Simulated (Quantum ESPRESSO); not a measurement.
Runs of Quantum ESPRESSO 7.5 on Al. The cell holds a slab with vacuum, 5 atoms: a = 2.827 Å, b = 2.827 Å, c = 24.186 Å, α = 90.00°, β = 90.00°, γ = 120.00°. The slab is cut from a database's or a generator's crystal, which needn't be the stable form of the element.

```tsv
level	gap on the mesh (eV)	work function (eV)
PBE+D2	none	(a)
PBE	none	-
PBE+D3(BJ)	none	4.07
PBE+D3	none	-
```

Alike in all rows: task relaxation of the atoms; potentials or basis GBRV 1.5 PBE; no spin polarisation; cell atoms relaxed; k mesh 11 × 11 × 1; cutoff (eV) 612; smearing fermi-dirac 0.05 eV.

Problem. Fill in the values left out.

Solution. (a) 4.12.

A gap of «none» marks a metal or a gap under the smearing width.
